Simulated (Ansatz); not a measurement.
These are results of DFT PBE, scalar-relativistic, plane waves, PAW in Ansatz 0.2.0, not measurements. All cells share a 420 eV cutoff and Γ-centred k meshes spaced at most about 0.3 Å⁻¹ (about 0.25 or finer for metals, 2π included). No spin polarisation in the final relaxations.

These are static total energies at zero pressure.

Two relaxed structures of Sc5Al:

A. Space group P-3m1 (No. 164), trigonal, a = 3.243 Å, c = 15.395 Å. Sc on a site of symmetry -3m is surrounded by 12 Sc at 3.24–3.26 Å; Sc on a site of symmetry 3m has 12 Sc at 3.24–3.29 Å; around Sc on a second site of symmetry 3m lie 3 Al at 2.99 Å and 9 Sc at 3.24–3.29 Å; around Al lie 6 Sc at 2.99 Å and 6 Al at 3.24 Å.

B. Space group P4/mmm (No. 123), tetragonal, a = 3.252 Å, c = 13.047 Å. Sc on a site of symmetry 4mm is surrounded by 4 Al at 2.96 Å, 8 Sc at 3.25–3.28 Å and 1 Sc at 3.74 Å; Sc on a second site of symmetry 4mm has 12 Sc at 3.25–3.28 Å; Sc on a site of symmetry 4/mmm has 12 Sc at 3.25–3.26 Å; around Al lie 8 Sc at 2.96 Å and 4 Al at 3.25 Å.

Problem. Which form is favoured at zero pressure, and by what margin per atom?

Solution. B is lower, by 86 meV/atom. A has Sc and Al ordered on fcc sites, space group P-3m1 (No. 164), 23.4 Å³/atom and no gap on its mesh; B has Sc and Al ordered on fcc sites, space group P4/mmm (No. 123), 23.0 Å³/atom and no gap. Both come from invented guesses.

With atoms moved at random, P4/mmm came back. Other cells relaxed within their symmetry can be saddle points.

The preference for B by 86 meV/atom follows the local environment of Al. Both forms gather Al into single-atom sheets within an fcc-type Sc host, but the sheet is close-packed in A and square in B. Each Al therefore exchanges two Al neighbours for Sc, giving 8 Sc and 4 Al in place of 6 and 6. The Al–Al contacts are held near the Sc spacing, far longer than in elemental aluminium, and probably contribute little bonding. Sc–Al contacts gain from mixing of Sc d with Al p states and from some charge transfer from the more electropositive Sc. The more open square net also lets the adjacent Sc layers sink towards Al, consistent with the shorter Sc–Al distance, 2.96 against 2.99 Å, and the smaller volume. The two energies alone can't separate this relaxation from the gain in unlike neighbours. Nor does the ordering make B a ground state: elemental Sc is hcp, and hcp-based arrangements or separation into Sc and a more Al-rich compound such as Sc2Al could lie lower.
